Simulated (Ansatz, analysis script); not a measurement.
## Energy of spin spirals in a free-standing square Ru monolayer, spacing 3.069 Å

Wanted: E(q) and the moments of a free-standing square Ru monolayer, spacing 3.069 Å along a path through the zone.

Main program and level: Ansatz 0.2.0; PBE, PAW set soft_1.

### 1. Set-up

The cell holds 1 atom: 1 Ru. Its edges and angles: a = 3.069 Å, b = 3.069 Å, c = 14.000 Å, α = 90.0°, β = 90.0°, γ = 90.0°. An idealised lattice of chosen spacing, in vacuum. Vacuum lies along c.

### 2. Two spin channels first

The work starts on two spin channels, which tell the size of the moments.

Contents of input.yaml:

```yaml
crystal:
  lattice:
    - [3.069, 0.0, 0.0]
    - [0.0, 3.069, 0.0]
    - [0.0, 0.0, 14.0]
  atoms:
    - { symbol: Ru, position: [0.0, 0.0, 0.5], spin: 1.5 }
magnetization:
  spin_polarized: true
kpoints:
  mp_grid: { grid: [7, 7, 1] }
hamiltonian:
  xc: pbe
  pseudopotentials: { kind: paw, azcp: { folder: soft_1 } }
scf:
  occupations: { method: cold, width: 0.1 }
  max_iter: 120
  convergence: { dr2_threshold: 1.0e-08 }
  lower_state_search: "off"
```

Started as:

```sh
$ ansatz run input.yaml --threads 4 --pin off --max-ram 8192MiB --backend cpu --events-out ev --progress --plain --runs-dir out
```

Numbers of over 12 decimals in the logs are rounded to 6 here.

The log of the run:

```text
Engine: ansatz 0.2.0, aarch64-unknown-linux-gnu
Pseudopotentials: kind: paw
Pseudopotential: Ru, paw, valence charge 16, recommended cutoff 420 eV (normal), soft_1/Ru.paw.azcp
Functional definition: PBE
  parameter kappa = 0.804
  parameter beta = 0.066725
  exchange = pbe_x(kappa = kappa, mu = beta*pi^2/3)
  correlation = pbe_c(beta = beta)
Crystal: 1 atoms, lattice volume = 131.863 Å³
Basis set: ecut = 420 eV, 2583 PW (Γ)
Bands: 13, of which v1, the nominal top of the filled ones, is band 8 counted from 1 (7 counted from 0)
Symmetry: 16 space group operations
Space group: P4/mmm (ITA 123), of the structure as read, at distance tolerance 5.1e-5 Å
Magnetic group: BNS 123.339 (UNI 999), of the structure as read, at distance tolerance 5.1e-5 Å
k-points: 10 of 49
Non-local potential: Ru, projectors of the file, l = 0: 3, l = 1: 2, l = 2: 2, l = 3: 1
PAW form: soft (Blöchl's): semilocal exchange-correlation on the pseudo side does not see the compensation charge
PAW one-centre angular grid: Ru, 590 points (default); XC on 64 Gauss nodes
Initial density: superposition of atomic densities (neutral atoms: chi_scale 0, normalization atom)
Starting moments: Σ|m| = 1.5 μB on 1 of 1 site
Initial wavefunctions: pseudopotential atomic-orbital guess
Functional: x = pbe(κ = 0.804, μ = 0.219515), c = pbe(β = 0.066725)
SCF iter   1: F=—  HF=-5874.305255 eV  |F-HF|=—  |Δ(HF+E_count)|=         —  Δρ=2.09e-2 (↑1.21e-2 ↓2.09e-2)  dr2=6.23e-1  dr2_m=2.46e-1  M=2.343 μB ∫|m|=2.347 μB  β_m=1.00  ethr=3.10e-3  ⟨swp⟩=4.5  Hψ=1329  notcnv=0
preconditioner: auto → LDOS  [metal: Δε(μ)=0.016 eV  Ē_g=5.098 eV  σ=0.100 eV  W_gap=0.11  n_scr=8 (ndim 8)  ℏωp=9.1 eV  f_vac=0.678  D(μ)=4.31/eV (n_scr^D=30)]
spin=Collinear: LDOS preconditioning applied to the charge; magnetization (m = ρ↑ − ρ↓) channel mixes plain (no charge-response kernel on spin).
SCF iter   2: F=—  HF=-5874.575746 eV  |F-HF|=—  |Δ(HF+E_count)|=   2.70e-1  S|Δr|=    0.00e0  Δρ=1.31e-2 (↑5.25e-3 ↓1.31e-2)  dr2=3.24e-1  dr2_m=6.11e-2  M=2.697 μB ∫|m|=2.715 μB  β_m=1.00  ethr=3.10e-3  ⟨swp⟩=2.6  Hψ=585  notcnv=0  defer=12
preconditioner: auto → none  [insulator: Δε(μ)=0.081 eV  Ē_g=5.262 eV  σ=0.100 eV  W_gap=0.56  n_scr=8 (ndim 8)  ℏωp=9.1 eV  f_vac=0.678  D(μ)=1.46/eV (n_scr^D=6)  ε∞_Penn≈4.0]
SCF iter   3: F=—  HF=-5874.530652 eV  |F-HF|=—  |Δ(HF+E_count)|=   4.51e-2  S|Δr|=    0.00e0  Δρ=3.38e-3 (↑2.22e-3 ↓3.38e-3)  dr2=4.66e-2  dr2_m=1.05e-3  M=2.694 μB ∫|m|=2.727 μB  β_m=1.00  ethr=2.03e-3  ⟨swp⟩=2.5  Hψ=421  notcnv=0  defer=12
SCF iter   4: F=—  HF=-5874.541992 eV  |F-HF|=—  |Δ(HF+E_count)|=   1.13e-2  S|Δr|=    0.00e0  Δρ=2.21e-3 (↑1.46e-3 ↓2.21e-3)  dr2=8.30e-3  dr2_m=1.00e-3  M=2.694 μB ∫|m|=2.729 μB  β_m=1.00  ethr=2.91e-4  ⟨swp⟩=2.3  Hψ=490  notcnv=0  defer=11
SCF iter   5: F=—  HF=-5874.556408 eV  |F-HF|=—  |Δ(HF+E_count)|=   1.44e-2  S|Δr|=    0.00e0  Δρ=1.37e-3 (↑4.49e-4 ↓1.37e-3)  dr2=3.70e-3  dr2_m=3.23e-4  M=2.694 μB ∫|m|=2.733 μB  β_m=0.30  ethr=5.19e-5  ⟨swp⟩=2.3  Hψ=536  notcnv=0  defer=12
Mixer restart at iter 5: flushing history
spin-set hold released at iteration 5 (site moments contracting): the magnetisation degrees of freedom join the quasi-Newton model from the next iteration; the mixer history was flushed
SCF iter   6: F=—  HF=-5874.560506 eV  |F-HF|=—  |Δ(HF+E_count)|=   4.10e-3  S|Δr|=    0.00e0  Δρ=6.43e-4 (↑3.19e-4 ↓6.43e-4)  dr2=8.08e-4  dr2_m=1.09e-4  M=2.694 μB ∫|m|=2.733 μB  β_m=0.53  ethr=2.31e-5  ⟨swp⟩=1.9  Hψ=323  notcnv=0  defer=12
SCF iter   7: F=—  HF=-5874.565201 eV  |F-HF|=—  |Δ(HF+E_count)|=   4.69e-3  S|Δr|=    0.00e0  Δρ=4.12e-4 (↑1.07e-4 ↓4.12e-4)  dr2=4.81e-4  dr2_m=3.13e-5  M=2.694 μB ∫|m|=2.735 μB  β_m=0.52  ethr=5.05e-6  ⟨swp⟩=2.0  Hψ=462  notcnv=0  defer=12
SCF iter   8: F=—  HF=-5874.565365 eV  |F-HF|=—  |Δ(HF+E_count)|=   1.64e-4  S|Δr|=    0.00e0  Δρ=2.23e-4 (↑2.23e-4 ↓8.01e-5)  dr2=6.40e-5  dr2_m=2.05e-5  M=2.694 μB ∫|m|=2.735 μB  β_m=0.53  ethr=3.00e-6  ⟨swp⟩=2.3  Hψ=353  notcnv=0  defer=12
SCF iter   9: F=—  HF=-5874.565389 eV  |F-HF|=—  |Δ(HF+E_count)|=   2.43e-5  S|Δr|=    0.00e0  Δρ=7.51e-5 (↑7.51e-5 ↓5.72e-5)  dr2=1.59e-6  dr2_m=4.90e-6  M=2.694 μB ∫|m|=2.735 μB  β_m=0.76  ethr=4.00e-7  ⟨swp⟩=2.0  Hψ=363  notcnv=0  defer=12
SCF iter  10: F=—  HF=-5874.565393 eV  |F-HF|=—  |Δ(HF+E_count)|=   3.45e-6  S|Δr|=    0.00e0  Δρ=1.80e-5 (↑1.27e-5 ↓1.80e-5)  dr2=2.84e-7  dr2_m=2.00e-7  M=2.694 μB ∫|m|=2.736 μB  β_m=0.78  ethr=9.93e-9  ⟨swp⟩=2.4  Hψ=394  notcnv=0  defer=12
SCF iter  11: F=—  HF=-5874.565393 eV  |F-HF|=—  |Δ(HF+E_count)|=   1.44e-7  S|Δr|=    0.00e0  Δρ=5.45e-6 (↑1.08e-6 ↓5.45e-6)  dr2=9.41e-9  dr2_m=1.23e-8  M=2.694 μB ∫|m|=2.736 μB  β_m=0.89  ethr=6.25e-11  ⟨swp⟩=1.9  Hψ=782  notcnv=0
SCF iter  12: F=-5874.565393 eV  HF=-5874.565393 eV  |F-HF|=3.61e-10  |Δ(HF+E_count)|=   2.10e-8  S|Δr|=    0.00e0  Δρ=1.02e-6 (↑2.56e-7 ↓1.02e-6)  dr2=4.69e-10  dr2_m=4.50e-10  M=2.694 μB ∫|m|=2.736 μB  ethr=5.88e-11  ⟨swp⟩=3.0  Hψ=586  notcnv=0
SCF 1 converged in 12 iterations: F = -5874.565393 eV  dr2 = 4.69e-10
  greatest PAW one-centre occupation: 0.999 electrons in one spin orbital (limit 2), on the Ru atom at site 0 (counted from 0), in its partial waves of l = 0
this state was not tested for a lower state beside it, because cold or Methfessel-Paxton smearing, or corrected tetrahedra, fill the levels in a way that the test cannot read (fill_not_monotonic; see scf.lower_state_search)
SCF converged after 12 iterations
Magnetization: 2.6939 μB (9.3469 up, 6.6531 down)
Absolute magnetization: 2.7357 μB (∫|ρ↑−ρ↓|, with the PAW one-centre terms)
Spin contamination: 0.0224 ħ² per cell (⟨S²⟩ above its minimum at these occupations)
Per-site moments (μB) at R_I (Å): [(2.489897, 1.2659625)]
Free energy (F): -5874.565393 eV
Harris-Foulkes:  -5874.565393 eV  (|F-HF|=3.61e-10)
Internal energy: -5874.561259 eV  (E = F + TS)
E sigma→0 (E₀):  -5874.564015 eV
Entropy (-TS):   -0.004134 eV (-4.134 meV/atom)
Fermi energy:    -1.563737 eV
--- Per-component energies (eV) ---
  E_band       = -433.546420
  E_kinetic    = 451.539986
  E_local      = -6401.657199  (includes V_loc(G=0)·N_el)
  E_nonlocal   = 421.007225
  E_hartree    = 2795.928662
  E_xc         = -163.571984
  E_vxc        = -206.035235  (∫ρ·V_xc dr)
  E_paw        = -3504.380810  (= ΣΔE_a)
  E_vpaw       = -290.259281  (= ΣTr[D̂ρ^β])
  E_aug_tail   = 0.000678  (compensation charges beyond the density's cutoff)
  E_ewald      = 526.572184
  E_smearing   = -0.004134  (= −TS)
  E_closure    = 0.000000  (closes the sum)
  Σ components = -5874.565393   (vs F -5874.565393, Δ=0.00e0)
```

It took 0.73 s on 4 threads of Arm Neoverse V2, shared host; peak memory 0.36 GiB.

Spin moment in the atom's sphere by atom:

```
atom  spin moment in the atom's sphere (μB)
 Ru1                                   2.49
```

The run ends ferromagnetic, with a net moment of 2.69 μB a cell. With one Ru atom carrying the moment, parallel order of its images is forced by the cell, not found.

### 3. Denser mesh

Levels at the Fermi energy are partly filled, so moments and energy differences can hang on the k-mesh, and the state is solved again on a denser one.

input.yaml, the sections that differ from step 2:

```yaml
crystal:
  lattice:
    - [3.069, 0.0, 0.0]
    - [0.0, 3.069, 0.0]
    - [0.0, 0.0, 14.0]
  atoms:
    - { symbol: Ru, position: [0.0, 0.0, 0.5], spin: 2.49 }
kpoints:
  mp_grid: { grid: [18, 18, 1] }
basis:
  ecutwfc: 420.0
checkpoint:
  read: start
  write: ck
  compress: false
  write_wavefunctions: false
  write_every: 100000
# magnetization, hamiltonian, scf: as in step 2
```

The log of the run:

```text
[...]
SCF converged after 7 iterations
Magnetization: 2.7333 μB (9.3667 up, 6.6333 down)
Absolute magnetization: 2.7561 μB (∫|ρ↑−ρ↓|, with the PAW one-centre terms)
[...]
Per-site moments (μB) at R_I (Å): [(2.511690, 1.2659625)]
Free energy (F): -5874.560719 eV
[...]
Internal energy: -5874.561237 eV  (E = F + TS)
E sigma→0 (E₀):  -5874.560892 eV
Entropy (-TS):   0.000518 eV (0.518 meV/atom)
Fermi energy:    -1.563561 eV
[...]
```

Elapsed: 1.8 s, on 4 threads; peak memory 0.5 GiB; 6.4 s of CPU time.

Spin moment in the atom's sphere by atom:

```
atom  spin moment in the atom's sphere (μB)
 Ru1                                   2.51
```

The run ends ferromagnetic, with a net moment of 2.73 μB a cell, against 2.69 μB on the first mesh.

Each spiral starts from these moments, tilted 90° from the rotation axis z (a flat spiral); sizes are free, while the program holds flat spirals in their plane. Spin–orbit coupling is switched off, so the energy does not depend on how the axis lies in the crystal. The folder named start holds the saved collinear state, from which each run begins.

The runs on spinors take the mesh 20×20×1.

### 4. q = (0, 0, 0)

The reference is the same input at q = 0, so that basis and exchange-correlation form match those at other q. Every q is chosen so that q/2 is a mesh vector: every spiral then samples the k-points of q = 0, and much mesh noise cancels.

input.yaml, the sections that differ from step 3:

```yaml
crystal:
  lattice:
    - [3.069, 0.0, 0.0]
    - [0.0, 3.069, 0.0]
    - [0.0, 0.0, 14.0]
  atoms:
    - { symbol: Ru, position: [0.0, 0.0, 0.5], spin: 2.51, spin_axis: [1.0, 0.0, 0.0] }
kpoints:
  mp_grid: { grid: [20, 20, 1] }
magnetization:
  noncollinear: true
  spin_spiral: { q: [0.0, 0.0, 0.0] }
checkpoint:
  read: start
# hamiltonian, scf, basis: as in step 3
```

Started as:

```sh
$ ansatz run input.yaml --threads 1 --pin off --max-ram 2048MiB --backend cpu --events-out ev --progress --plain --runs-dir out
```

The log of the run:

```text
Warning: checkpoint.read: spin treatment differs: saved collinear, current noncollinear; the saved charge density seeds this run and the saved magnetisation is carried along the axis that this deck's starting moments share; the saved density holds an absolute magnetisation of 2.8e0 μB; saved orbitals and DFT+U occupations are not carried; the saved PAW projector densities are carried along that axis
Warning: checkpoint.read: magnetization.spin_spiral differs: saved none, current q = [0, 0, 0]; the saved state is no spin spiral's: the SCF starts from none of its orbitals and from its density, each atom's moment turned about z as a whole to its place on this deck's spiral. A spiral's own state at q: [0, 0, 0] serves better
[...]
Crystal: 1 atoms, lattice volume = 131.863 Å³
Basis set: ecut = 420 eV, 2583 PW (Γ)
Bands: 24, of which v1, the nominal top of the filled ones, is band 16 counted from 1 (15 counted from 0)
Symmetry: 16 space group operations
k-points: 66 of 400
Spin spiral: q = (0, 0, 0) of the reciprocal vectors; moments are told in the frame that turns with it, a site's in that at the site
[...]
SCF iter   7: F=-5874.557904 eV  HF=-5874.557904 eV  |F-HF|=1.06e-9  |Δ(HF+E_count)|=   6.49e-8  S|Δr|=    0.00e0  Δρ=3.30e-6  dr2=1.16e-9  dr2_m=3.30e-9  ethr=6.25e-11  |M|=2.75e0 ∫|m|=2.77e0 μB  |m|>n=2.9e-2 m-floor=2.9e-2 τ_xc=1.8e-8 mc-row=2.9e-2  ⟨swp⟩=3.0  Hψ=3823  notcnv=0
SCF 1 converged in 7 iterations: F = -5874.557904 eV  dr2 = 1.16e-9
[...]
SCF converged after 7 iterations
Stability not checked: this state was not tested for a lower state beside it, because cold or Methfessel-Paxton smearing, or corrected tetrahedra, fill the levels in a way that the test cannot read (fill_not_monotonic; see scf.lower_state_search)
Magnetization: |M| = 2.7529 μB,  M = (+2.7529, +0.0000, +0.0000) μB
Absolute magnetization: 2.7745 μB (∫|m|, with the PAW one-centre terms)
  site 0: m = (+2.5248, +0.0000, +0.0000) μB, |m| = 2.5248 μB  (R = 1.27 Å)
Free energy (F): -5874.557904 eV
[...]
Internal energy: -5874.556983 eV  (E = F + TS)
E sigma→0 (E₀):  -5874.557597 eV
Entropy (-TS):   -0.000921 eV (-0.921 meV/atom)
Fermi energy:    -1.575337 eV
[...]
```

It took 27 s on 1 thread; peak memory 0.68 GiB.

The largest moment is 2.52 μB, against 2.51 μB in the collinear run.

### 5. q = (0, 0.1, 0)

Only q changes. The cell stays that of the crystal, since the generalised Bloch theorem carries the rotation from cell to cell.

input.yaml: that of step 4 with these lines changed.

```diff
@@ -21,3 +21,3 @@
   noncollinear: true
-  spin_spiral: { q: [0.0, 0.0, 0.0] }
+  spin_spiral: { q: [0.0, 0.1, 0.0] }
 checkpoint:
```

The log of the run:

```text
[...]
Crystal: 1 atoms, lattice volume = 131.863 Å³
Basis set: ecut = 420 eV, 2583 PW (Γ)
Bands: 24, of which v1, the nominal top of the filled ones, is band 16 counted from 1 (15 counted from 0)
Symmetry: 4 space group operations
k-points: 121 of 400
[...]
SCF iter   7: F=-5874.553678 eV  HF=-5874.553678 eV  |F-HF|=5.44e-9  |Δ(HF+E_count)|=   1.70e-7  S|Δr|=    0.00e0  Δρ=3.51e-6  dr2=3.67e-9  dr2_m=4.61e-9  ethr=6.25e-11  |M|=2.71e0 ∫|m|=2.77e0 μB  |m|>n=2.8e-2 m-floor=2.8e-2 τ_xc=1.3e-2 mc-row=2.8e-2  ⟨swp⟩=3.0  Hψ=7021  notcnv=0
SCF 1 converged in 7 iterations: F = -5874.553678 eV  dr2 = 3.67e-9
[...]
SCF converged after 7 iterations
[...]
Magnetization: |M| = 2.7138 μB,  M = (+2.7138, +0.0000, +0.0000) μB
Absolute magnetization: 2.7688 μB (∫|m|, with the PAW one-centre terms)
  site 0: m = (+2.5095, +0.0000, +0.0000) μB, |m| = 2.5095 μB  (R = 1.27 Å)
Free energy (F): -5874.553678 eV
[...]
Internal energy: -5874.553063 eV  (E = F + TS)
E sigma→0 (E₀):  -5874.553473 eV
Entropy (-TS):   -0.000614 eV (-0.614 meV/atom)
Fermi energy:    -1.568170 eV
[...]
```

Elapsed: 53 s, on 1 thread; peak memory 0.94 GiB.

The energy of the cell lies 4.23 meV above that at q = 0, and the largest moment is 2.51 μB against 2.52 μB.

### 6. q = (0, 0.2, 0)

input.yaml: that of step 5 with these lines changed.

```diff
@@ -21,3 +21,3 @@
   noncollinear: true
-  spin_spiral: { q: [0.0, 0.1, 0.0] }
+  spin_spiral: { q: [0.0, 0.2, 0.0] }
 checkpoint:
```

The log of the run:

```text
[...]
Crystal: 1 atoms, lattice volume = 131.863 Å³
Basis set: ecut = 420 eV, 2583 PW (Γ)
Bands: 24, of which v1, the nominal top of the filled ones, is band 16 counted from 1 (15 counted from 0)
Symmetry: 4 space group operations
k-points: 121 of 400
[...]
SCF iter   8: F=-5874.539711 eV  HF=-5874.539711 eV  |F-HF|=3.36e-10  |Δ(HF+E_count)|=   1.13e-7  S|Δr|=    0.00e0  Δρ=2.12e-6  dr2=2.77e-9  dr2_m=1.96e-9  ethr=6.25e-11  |M|=2.64e0 ∫|m|=2.79e0 μB  |m|>n=2.6e-2 m-floor=2.6e-2 τ_xc=2.4e-2 mc-row=2.6e-2  ⟨swp⟩=1.4  Hψ=8050  notcnv=0
SCF 1 converged in 8 iterations: F = -5874.539711 eV  dr2 = 2.77e-9
[...]
SCF converged after 8 iterations
[...]
Magnetization: |M| = 2.6351 μB,  M = (+2.6351, -0.0000, +0.0000) μB
Absolute magnetization: 2.7885 μB (∫|m|, with the PAW one-centre terms)
  site 0: m = (+2.5056, -0.0000, +0.0000) μB, |m| = 2.5056 μB  (R = 1.27 Å)
Free energy (F): -5874.539711 eV
[...]
Internal energy: -5874.538552 eV  (E = F + TS)
E sigma→0 (E₀):  -5874.539325 eV
Entropy (-TS):   -0.001159 eV (-1.159 meV/atom)
Fermi energy:    -1.542969 eV
[...]
```

The job ended after 58 s (1 thread; peak memory 0.94 GiB).

The energy of the cell lies 18.2 meV above that at q = 0, and the largest moment is 2.51 μB against 2.52 μB.

### 7. q = (0.2, 0.2, 0)

input.yaml: that of step 6 with these lines changed.

```diff
@@ -21,3 +21,3 @@
   noncollinear: true
-  spin_spiral: { q: [0.0, 0.2, 0.0] }
+  spin_spiral: { q: [0.2, 0.2, 0.0] }
 checkpoint:
```

The log of the run:

```text
[...]
Crystal: 1 atoms, lattice volume = 131.863 Å³
Basis set: ecut = 420 eV, 2583 PW (Γ)
Bands: 24, of which v1, the nominal top of the filled ones, is band 16 counted from 1 (15 counted from 0)
Symmetry: 4 space group operations
k-points: 111 of 400
[...]
SCF iter   9: F=-5874.522323 eV  HF=-5874.522323 eV  |F-HF|=1.75e-10  |Δ(HF+E_count)|=   2.85e-8  S|Δr|=    0.00e0  Δρ=1.29e-6  dr2=7.17e-10  dr2_m=4.62e-10  ethr=2.93e-11  |M|=2.52e0 ∫|m|=2.74e0 μB  |m|>n=2.5e-2 m-floor=2.6e-2 τ_xc=2.9e-2 mc-row=2.6e-2  ⟨swp⟩=3.0  Hψ=6442  notcnv=0
SCF 1 converged in 9 iterations: F = -5874.522323 eV  dr2 = 7.17e-10
[...]
SCF converged after 9 iterations
[...]
Magnetization: |M| = 2.5216 μB,  M = (+2.5216, -0.0000, +0.0000) μB
Absolute magnetization: 2.7424 μB (∫|m|, with the PAW one-centre terms)
  site 0: m = (+2.4578, -0.0000, +0.0000) μB, |m| = 2.4578 μB  (R = 1.27 Å)
Free energy (F): -5874.522323 eV
[...]
Internal energy: -5874.522256 eV  (E = F + TS)
E sigma→0 (E₀):  -5874.522301 eV
Entropy (-TS):   -0.000067 eV (-0.067 meV/atom)
Fermi energy:    -1.527625 eV
[...]
```

It took 57 s on 1 thread; peak memory 0.91 GiB.

The energy of the cell lies 35.6 meV above that at q = 0, and the largest moment is 2.46 μB against 2.52 μB.

(Continued in part 2 of 2.)

[Logs and program files are shortened in this print: banners, set-up blocks, solver, clock and traceback lines can be left out without a mark of their own.]

[Logs are printed without paths, hosts, clocks, repeated set-up lines and the standing remarks that a program may print on its own settings, such as how far it seeks lower states.]

[Hosts, paths, dates, database ids (printed as entryN), source tags and the programs' standing remarks are cut or masked in the printed files.]
